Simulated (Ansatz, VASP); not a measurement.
# H: VASP beside Ansatz

Contents of INCAR:

```
PREC = Accurate
ENCUT = 520
EDIFF = 1E-7
ISMEAR = 0
SIGMA = 0.05
LREAL = False
LASPH = True
NELM = 80
ALGO = Normal
ISIF = 2
LWAVE = False
LCHARG = False
GGA = PS
NBANDS = 6
```

File KPOINTS:

```
Automatic mesh
0
Gamma
  10 10 26
```

Contents of POSCAR:

```
H
1.0
    2.6496387389      0.0000000000      0.0000000000
    0.0000000000      2.6496387389      0.0000000000
    0.0000000000      0.0000000000      0.9804929200
H
1
Direct
    0.0000000000      0.0000000000      0.5000000000
```

Input for Ansatz:

```yaml
crystal:
  lattice:
    - [2.6496387389, 0.0, 0.0]
    - [0.0, 2.6496387389, 0.0]
    - [0.0, 0.0, 0.98049292]
  atoms:
    - { symbol: H, position: [0.0, 0.0, 0.5] }
basis:
  ecutwfc: 420
kpoints:
  mp_grid: { grid: [10, 10, 26] }
hamiltonian:
  xc: pbesol
scf:
  occupations: { method: gaussian, width: 0.05 }
output:
  forces: true
  stress: true
  eigenvalues: true
```

Alike in both runs: task single point; functional PBEsol; k mesh 10 × 10 × 26; occupations gaussian, width 0.05 eV; no spin polarisation.

```csv
,VASP,Ansatz
version,VASP 6.6.1,Ansatz 0.2.0
potentials or method,"VASP PAW PBE potentials, release 64 (H)","scalar-relativistic, plane waves, PAW"
plane-wave cutoff (eV),520,420
valence electrons in the cell,1,1
```

|  | VASP | Ansatz | Ansatz less VASP |
| --- | --- | --- | --- |
| gap on the k mesh at the Fermi level (eV) | none | none | - |
| pressure (GPa) | 1.6 | 1.9 | +0.25 |
| largest component of the traceless stress (GPa) | 0.41 | 0.36 | -0.042 |

A gap of «none» marks a metal or a gap that the smearing closes.

Caveats: the PAW data sets were made with another functional, which shifts forces and pressure a little (VASP).
